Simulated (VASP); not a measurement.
Crystal: Si7Ge.

```xyz
16
Lattice="0.0000 5.4787 5.4787 5.4787 0.0000 5.4787 5.4787 5.4787 0.0000" Properties=species:S:1:pos:R:3 pbc="T T T"
Si    0.0000    0.0000    0.0000
Si    2.7393    2.7393    0.0000
Si    2.7393    0.0000    2.7393
Si    5.4787    2.7393    2.7393
Si    4.1090    4.1090    1.3697
Si    4.1090    1.3697    4.1090
Si    6.8484    4.1090    4.1090
Si    0.0000    2.7393    2.7393
Si    2.7393    2.7393    5.4787
Si    5.4787    5.4787    5.4787
Si    1.3697    4.1090    4.1090
Si    4.1090    6.8484    4.1090
Si    4.1090    4.1090    6.8484
Si    6.8484    6.8484    6.8484
Ge    1.3697    1.3697    1.3697
Ge    2.7393    5.4787    2.7393
```

The cell comes from a database or a generator and needn't be the stable form of this composition.

* Program: VASP 6.6.1
* Task: relaxation of cell and atoms
* Functional: PBE
* Potentials or basis: VASP PAW PBE potentials, release 64 (Si, Ge_d)
* Cutoff: 400 eV
* k mesh: 6 × 6 × 6
* Occupations: gaussian, width 0.01 eV
* Spin: no spin polarisation

At the start: pressure 0.9 GPa; volume 20.56 Å³/atom.

Problem. Where does the relaxation end?

Solution. Over 5 steps the energy falls by 4.0 meV/atom and the volume is 20.77 Å³/atom (+1.1 %); space group R-3m (No. 166, to 0.05 Å).

The path:
| step | energy change (eV) | largest force (eV/Å) | pressure (GPa) | volume (Å³) |
| --- | --- | --- | --- | --- |
| 1 | 0.0000 | 0.4808 | 0.95 | 328.90 |
| 2 | -0.0582 | 0.0999 | -0.56 | 334.71 |
| 3 | -0.0583 | 0.1086 | -0.52 | 334.56 |
| 4 | -0.0646 | 0.0228 | 0.11 | 332.01 |
| 5 | -0.0648 | 0.0099 | 0.01 | 332.38 |

Final structure:
```
Si Ge
1.0
     0.00000    5.49802    5.49802
     5.49793    0.00010    5.49793
     5.49802    5.49802    0.00000
Si Ge
14 2
Direct
  0.99841 0.99858 0.99841
  0.99841 0.99858 0.50461
  0.99849 0.50453 0.99849
  0.99982 0.49994 0.50012
  0.12039 0.12642 0.62659
  0.12488 0.62506 0.12488
  0.12488 0.62506 0.62518
  0.50461 0.99858 0.99841
  0.50012 0.49994 0.99982
  0.50012 0.49994 0.50012
  0.62659 0.12642 0.12039
  0.62659 0.12642 0.62659
  0.62518 0.62506 0.12488
  0.62651 0.62047 0.62651
  0.12498 0.12507 0.12498
  0.50002 0.99993 0.50002
```
